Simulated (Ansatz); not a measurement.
# Al2O3: checking a database structure before trusting its electric field gradients

The cell is a computed structure from the Materials Project (it need not be an observed phase).

```cif
data_Al2O3
_symmetry_space_group_name_H-M 'R-3c:H'
_symmetry_Int_Tables_number 167
_cell_length_a 4.8050
_cell_length_b 4.8050
_cell_length_c 13.1163
_cell_angle_alpha 90.000
_cell_angle_beta 90.000
_cell_angle_gamma 120.000
loop_
_atom_site_label
_atom_site_type_symbol
_atom_site_symmetry_multiplicity
_atom_site_Wyckoff_symbol
_atom_site_fract_x
_atom_site_fract_y
_atom_site_fract_z
Al Al 12 c 0.0000 0.0000 0.1479
O O 18 e 0.0272 0.6667 0.9167
```

One atom of each set is listed; the run and its k-mesh use a cell of 10 atoms with edges of 5.18, 5.18, 5.18 Å.

Computed with Ansatz: DFT, PBE, plane waves and PAW, scalar-relativistic, 420 eV cutoff, Γ-centred 8×8×8 k-points, Fermi–Dirac smearing 0.02 eV.

(1) Do the atoms and the cell lie near the calculated equilibrium?

Answers

(1) Yes. The largest force is 0.0090 eV/Å, on atom 2 (Al: 6 O at 1.87–1.99 Å), and the pressure is 0.5 GPa.
